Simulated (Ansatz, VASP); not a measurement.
# One calculation of Al2Au, two programs

```
CELL_PARAMETERS angstrom
0.00000 3.03039 3.03039
3.03039 0.00000 3.03039
3.03039 3.03039 0.00000
ATOMIC_POSITIONS crystal
Al 0.25000 0.25000 0.25000
Al 0.75000 0.75000 0.75000
Au 0.00000 0.00000 0.00000
```

Alike in both runs: functional PBE; k mesh 12 × 12 × 12; occupations gaussian, width 0.1 eV; no spin polarisation.

Ansatz relaxed the structure, and its values are those at the end. VASP's run is a single point on that final structure, the one shown.

|  | VASP | Ansatz |
| --- | --- | --- |
| version | VASP 6.6.1 | Ansatz 0.2.0 |
| potentials or method | VASP PAW PBE potentials, release 64 (Al, Au) | scalar-relativistic, plane waves, PAW |
| plane-wave cutoff (eV) | 520 | 420 |
| valence electrons in the cell | 17 | 25 |

VASP gave:

```
gap on the k mesh at the Fermi level (eV) : none
pressure (GPa)                            : -0.3
```

Estimate Ansatz's values.

gap on the k mesh at the Fermi level (eV): none; pressure (GPa): 0.0.

A gap of «none» marks a metal or a gap that the smearing closes. The two sets of potentials don't hold the same shells in valence.

The runs have no spin-orbit coupling, so splittings on Au are missing.
